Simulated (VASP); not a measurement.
Input of a VASP 6.6.1 run:

INCAR

```
ALGO = Normal
EDIFF = 1E-6
EDIFFG = -0.01
ENCUT = 600
GGA = PS
IBRION = 2
ISIF = 3
ISMEAR = 1
LASPH = True
LCHARG = False
LREAL = False
LWAVE = False
NELM = 80
NSW = 90
PREC = Accurate
SIGMA = 0.1
```

The input KPOINTS:

```
k-points
0
Gamma
  17 17 17
```

The input POSCAR:

```
Se
1.0
    1.9250000000      1.1113992682      0.8816666667
   -1.9250000000      1.1113992682      0.8816666667
    0.0000000000     -2.2227985364      0.8816666667
Se
1
Direct
    0.0000000000      0.0000000000      0.0000000000
```

Potentials or basis: VASP PAW PBE potentials, release 64 (Se).

Command:

```console
$ cat potpaw_PBE.64/Se/POTCAR > POTCAR
$ mpirun -np 1 vasp_std > vasp.out
```

Q: Predict the relaxed volume.

A: 21.60 Å³/atom.

Q: What does it give for the band gap on the k mesh?

A: None (metal or under the smearing width).

Final structure:
```
CELL_PARAMETERS angstrom
1.99957 1.15446 1.55960
-1.99957 1.15446 1.55960
0.00000 -2.30891 1.55960
ATOMIC_POSITIONS crystal
Se 0.00000 0.00000 0.00000
```

Caveat: the volume moved by over 15 % at a fixed basis, so the end points are rough; the PAW data sets were made with another functional, which shifts forces and pressure a little; the volume moved by +91 % from the deposited cell, more than functionals usually miss. Zero-point motion and thermal expansion aren't in these numbers.
